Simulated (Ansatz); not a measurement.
Sn (Im-3m), symmetry broken, then relaxed

Computed with DFT PBEsol, scalar-relativistic, plane waves, PAW (Ansatz 0.2.0). The runs took a 420 eV cutoff, a Γ-centred 12×12×6 mesh and Gaussian smearing (0.15 eV). No spin polarisation. Energies are free energies at this smearing, counted from the undisturbed cell; pressure is positive in compression.

Reference structure (relaxed at this level; this bcc form isn't the usual structure):

```
Sn
1.0
    -1.87240    1.87240    1.87240
     1.87240   -1.87240    1.87240
     3.74479    3.74479    0.00000
Sn
2
Direct
  0.00000 0.00000 0.00000
  0.50000 0.50000 0.50000
```

The atoms are displaced (Å, in the unstrained cell):

```
atom ux uy uz
 Sn1   0.028   0.037   0.048
 Sn2  -0.028  -0.037  -0.048
```

Cell and atoms are then relaxed.

**Question.** Does the relaxation return to the undisturbed structure?

**Answer.** No. It ends 8.0 meV/atom below it. The disturbance itself cost 6.0 meV/atom. The final space group reads C2/m (tolerance 0.05 Å) and the volume changes by 0.00 %.

Final structure:

```
Sn
1.0
    -1.90289    1.71059    1.94948
     1.90283   -1.71061    1.94945
     3.92988    3.54536   -0.00009
Sn
2
Direct
  0.99994 0.00029 0.99999
  0.50006 0.49971 0.50001
```

The relaxation, step by step (energy from the first step; small jumps at an unchanged geometry come where the plane waves are selected anew for the new cell):

```tsv
step	ΔE (meV/atom)	largest force component (eV/Å)	pressure (GPa)
1	0.0	0.164	0.01
2	-8.8	0.019	-0.05
3	-9.1	0.016	0.02
4	-9.7	0.003	0.01
5	-9.8	0.000	-0.07
6	-9.8	0.000	0.03
7	-9.8	0.001	0.01
8	-9.8	0.001	-0.02
9	-9.9	0.001	-0.02
10	-10.2	0.002	-0.03
11	-11.6	0.001	-0.15
12	-12.4	0.006	-0.07
13	-11.3	0.030	0.19
14	-13.8	0.003	0.13
15	-13.9	0.000	0.03
16	-14.0	0.000	0.02
```

Frames along the relaxation (Å, eV/Å):

```xyz
2
Lattice="-1.872 1.872 1.872 1.872 -1.872 1.872 3.745 3.745 0.000" Properties=species:S:1:pos:R:3:forces:R:3 pbc="T T T" step=1
Sn    0.028    0.037    0.048   -0.164   -0.164   -0.033
Sn    1.845    1.835    1.825    0.164    0.164    0.033
2
Lattice="-1.840 1.844 1.877 1.844 -1.840 1.877 3.788 3.787 0.008" Properties=species:S:1:pos:R:3:forces:R:3 pbc="T T T" step=2
Sn   -0.002    0.007    0.038   -0.010   -0.010   -0.019
Sn    1.898    1.889    1.843    0.010    0.010    0.019
2
Lattice="-1.836 1.837 1.882 1.837 -1.836 1.882 3.782 3.781 0.002" Properties=species:S:1:pos:R:3:forces:R:3 pbc="T T T" step=3
Sn   -0.005    0.004    0.030    0.001    0.002   -0.016
Sn    1.896    1.887    1.853   -0.001   -0.002    0.016
2
Lattice="-1.823 1.822 1.909 1.823 -1.822 1.910 3.758 3.757 0.000" Properties=species:S:1:pos:R:3:forces:R:3 pbc="T T T" step=4
Sn   -0.004    0.004    0.004    0.000    0.000   -0.003
Sn    1.883    1.874    1.905    0.000    0.000    0.003
2
Lattice="-1.817 1.816 1.915 1.817 -1.816 1.915 3.767 3.765 0.000" Properties=species:S:1:pos:R:3:forces:R:3 pbc="T T T" step=5
Sn   -0.004    0.004    0.000    0.000    0.000    0.000
Sn    1.887    1.879    1.915    0.000    0.000    0.000
2
Lattice="-1.813 1.811 1.917 1.813 -1.811 1.917 3.767 3.762 0.000" Properties=species:S:1:pos:R:3:forces:R:3 pbc="T T T" step=6
Sn   -0.004    0.004    0.000    0.000    0.000    0.000
Sn    1.887    1.877    1.917    0.000    0.000    0.000
2
Lattice="-1.815 1.812 1.915 1.815 -1.812 1.915 3.769 3.763 0.000" Properties=species:S:1:pos:R:3:forces:R:3 pbc="T T T" step=7
Sn   -0.004    0.003    0.001    0.000    0.000   -0.001
Sn    1.888    1.878    1.915    0.000    0.000    0.001
2
Lattice="-1.817 1.810 1.915 1.818 -1.810 1.915 3.774 3.760 0.000" Properties=species:S:1:pos:R:3:forces:R:3 pbc="T T T" step=8
Sn   -0.003    0.003    0.000    0.001    0.001    0.000
Sn    1.890    1.877    1.915   -0.001   -0.001    0.000
2
Lattice="-1.822 1.807 1.914 1.822 -1.807 1.914 3.784 3.754 -0.001" Properties=species:S:1:pos:R:3:forces:R:3 pbc="T T T" step=9
Sn   -0.002    0.002    0.001    0.000    0.000   -0.001
Sn    1.894    1.874    1.913    0.000    0.000    0.001
2
Lattice="-1.830 1.795 1.916 1.831 -1.795 1.917 3.804 3.733 0.000" Properties=species:S:1:pos:R:3:forces:R:3 pbc="T T T" step=10
Sn   -0.003    0.003    0.001    0.002    0.001   -0.001
Sn    1.905    1.864    1.915   -0.002   -0.001    0.001
2
Lattice="-1.861 1.769 1.926 1.861 -1.769 1.926 3.849 3.666 0.000" Properties=species:S:1:pos:R:3:forces:R:3 pbc="T T T" step=11
Sn   -0.002    0.002    0.001    0.001    0.001   -0.001
Sn    1.927    1.831    1.925   -0.001   -0.001    0.001
2
Lattice="-1.881 1.749 1.920 1.881 -1.749 1.921 3.899 3.635 0.000" Properties=species:S:1:pos:R:3:forces:R:3 pbc="T T T" step=12
Sn   -0.001   -0.002    0.006    0.005    0.006   -0.004
Sn    1.950    1.819    1.914   -0.005   -0.006    0.004
2
Lattice="-1.938 1.673 1.939 1.939 -1.674 1.941 4.025 3.497 0.000" Properties=species:S:1:pos:R:3:forces:R:3 pbc="T T T" step=13
Sn    0.017   -0.001    0.020   -0.028   -0.030   -0.010
Sn    1.996    1.749    1.920    0.028    0.030    0.010
2
Lattice="-1.898 1.714 1.941 1.898 -1.714 1.941 3.929 3.560 0.000" Properties=species:S:1:pos:R:3:forces:R:3 pbc="T T T" step=14
Sn   -0.001   -0.001    0.003    0.002    0.003   -0.002
Sn    1.965    1.781    1.938   -0.002   -0.003    0.002
2
Lattice="-1.903 1.711 1.949 1.903 -1.711 1.949 3.930 3.545 0.000" Properties=species:S:1:pos:R:3:forces:R:3 pbc="T T T" step=15
Sn    0.001   -0.001    0.000    0.000    0.000    0.000
Sn    1.964    1.773    1.949    0.000    0.000    0.000
2
Lattice="-1.903 1.711 1.949 1.903 -1.711 1.949 3.930 3.545 0.000" Properties=species:S:1:pos:R:3:forces:R:3 pbc="T T T" step=16
Sn    0.001   -0.001    0.000    0.000    0.000    0.000
Sn    1.964    1.773    1.949    0.000    0.000    0.000
```

Cost: 3 runs of about 5.8 core-minutes in all, on Arm Neoverse V2 (shared hosts).